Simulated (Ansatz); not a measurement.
# Ta (fcc type): the cost of one run

Computed with Ansatz 0.2.0 (DFT, PBE, all-electron LAPW, scalar-relativistic, unless a step's input says otherwise).

This is Ta in the fcc structure; at room conditions it is bcc.

**1. Starting point**

It takes space group Fm-3m (No. 225, cubic). The conventional cell has a = 4.210 Å, b = 4.210 Å, c = 4.210 Å, α = 90.00°, β = 90.00°, γ = 90.00°. Ta (site symmetry m-3m) has 12 Ta at 2.98 Å as nearest neighbours.

Structure file:

```
Ta
1.0
     0.00000    2.10492    2.10492
     2.10492    0.00000    2.10492
     2.10492    2.10492    0.00000
Ta
1
Cartesian
  0.0000 0.0000 0.0000
```

**2. Fcc relaxed under pressure, LAPW**

Contents of input.yaml:

```yaml
crystal:
  lattice:
    - [0.0, 2.104918036, 2.104918036]
    - [2.104918036, 0.0, 2.104918036]
    - [2.104918036, 2.104918036, 0.0]
  atoms:
    - { symbol: Ta, position: [0.0, 0.0, 0.0] }
kpoints:
  mp_grid: { grid: [16, 16, 16] }
scf:
  occupations: { method: fermi_dirac, width: 0.05 }
hamiltonian:
  xc: pbe
  pseudopotentials: { kind: all_electron, lapw: { basis_error: 0.0005 } }
output:
  forces: true
  stress: true
  eigenvalues: true
relax:
  f_tol: 0.005
  max_steps: 12
  cell: { p_target: 2.0, stress_tol: 0.03 }
```

Started as:

```console
$ ansatz run input.yaml --threads 1 --pin off --max-ram 3584MiB --backend cpu --events-out ev --progress --plain --runs-dir out
```

**Question.** How long does this run take on 1 thread of Intel Xeon Platinum 8375C at 2.90GHz (Ice Lake), shared host, and how much memory does it need?

About 30 s, with a peak of 0.44 GiB.
